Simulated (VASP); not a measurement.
SnSe in VASP: the effect of dispersion

Slab: SnSe, a slab with vacuum.

```
Sn Se
1.0
     4.31000    0.00000    0.00000
     0.00000    4.31800    0.00000
     0.00000    0.00000   23.89580
Sn Se
4 4
Direct
  0.50000 0.25000 0.31386
  0.00000 0.75000 0.44122
  0.00000 0.25000 0.55878
  0.50000 0.75000 0.68614
  0.00000 0.75000 0.32562
  0.50000 0.25000 0.42946
  0.50000 0.75000 0.57054
  0.00000 0.25000 0.67438
```

Alike in all runs:

```yaml
Program: VASP 6.6.1
Task: relaxation of the atoms
Functional: RPBE
Potentials_or_basis: VASP PAW PBE potentials, release 64 (Sn_d, Se)
Cutoff: 520 eV
k_mesh: 5 × 5 × 1
Occupations: fermi-dirac, width 0.05 eV
Spin: no spin polarisation
```

Each run relaxes the cell or the atoms first.

```tsv
dispersion	gap on the mesh (eV)
none	0.83
D3	?
D3(BJ)	0.24
```

Q: What does the run with dispersion D3 give?

A: gap on the mesh 0.91 eV.

Caveats: spin-orbit coupling is left out, which moves the levels of the heavy elements.

A k mesh can miss the band edges.
